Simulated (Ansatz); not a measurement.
Input of an Ansatz 0.2.0 run:

input.yaml

```yaml
crystal:
  lattice:
    - [2.61246963, 0.0, 0.0]
    - [0.0, 2.61246963, 0.0]
    - [0.0, 0.0, 2.61246963]
  atoms:
    - { symbol: Fe, position: [0.0, 0.0, 0.0], spin: 4.5 }
    - { symbol: O, position: [0.5, 0.5, 0.5] }
hamiltonian:
  xc: pbe
  pseudopotentials: { kind: paw }
magnetization:
  spin_polarized: true
kpoints:
  mp_grid: { grid: [10, 10, 10] }
scf:
  occupations: { method: fermi_dirac, width: 0.05 }
output:
  forces: true
  stress: true
  eigenvalues: true
```

Potentials or basis: Ansatz PAW.

The run is started by

```console
$ ansatz run input.yaml --threads 2 --pin off --max-ram 5632MiB --backend cpu --events-out ev --progress --plain --runs-dir out
```

Problem. Estimate the site moments.

Solution. Fe +3.44; O +0.40 μB.

Problem. What does it give for the absolute moment?

Solution. 4.00 μB per cell.

Caveat: a cell with one magnetic atom can't hold antiferromagnetic order, which such compounds often take; semilocal functionals often make such compounds metallic where correlation or magnetic order opens a gap, which also shifts bond lengths.
